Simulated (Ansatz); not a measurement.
**MnO under changes of volume**

One of the cells (10.999 Å³/atom); the others are scaled copies at fixed shape and fractional positions:

```
Mn O
1.0
     0.00000    2.22391    2.22391
     2.22391    0.00000    2.22391
     2.22391    2.22391    0.00000
Mn O
1 1
Direct
  0.00000 0.00000 0.00000
  0.50000 0.50000 0.50000
```

The cell is a database's computed one.

- Program: Ansatz 0.2.0
- Functional: PBE
- Potentials or basis: Ansatz PAW polarizable
- Cutoff: 420 eV (not typed: the program's choice for these potentials)
- k mesh: 10 × 10 × 10
- Occupations: fermi-dirac, width 0.05 eV
- Spin: collinear spin, ferromagnetic start
- Starting moments: [4.0, 0.0] μB

| volume (Å³/atom) | energy over the lowest point (meV/atom) | pressure (GPa) | moment (μB per cell) |
| --- | --- | --- | --- |
| 10.339 | ? | ? | ? |
| 10.559 | 7.21 | 4.2 | 4.65 |
| 10.779 | 2.43 | 2.4 | 4.74 |
| 10.999 | 0.00 | 0.1 | 4.79 |
| 11.219 | 1.66 | -2.5 | 4.81 |
| 11.439 | 6.66 | -4.6 | 4.85 |
| 11.659 | 13.85 | -6.2 | 4.89 |

Question: What does the run at 10.339 Å³/atom give?

Answer: Energy over the lowest point 14.36 meV/atom; pressure 6.5 GPa; moment 4.58 μB per cell.

Worked out: A Birch-Murnaghan fit of order 3 (a polynomial in V^(-2/3)) to the other rows has its minimum at 11.01 Å³/atom with B0 = V·E''(V) = 119 GPa (rough, since the energies scatter). It gives 16.08 meV/atom at 10.339 Å³/atom, against the run's 14.36, and -dE/dV = 7.7 GPa, against 6.5. A parabola through the other rows of the moment, of slope 0.366 μB per Å³/atom there, extrapolates to 4.59 μB, against the run's 4.58.

Energies are extrapolated to zero smearing.

Caveats: a cell with one magnetic atom can't hold antiferromagnetic order, which such compounds often take.
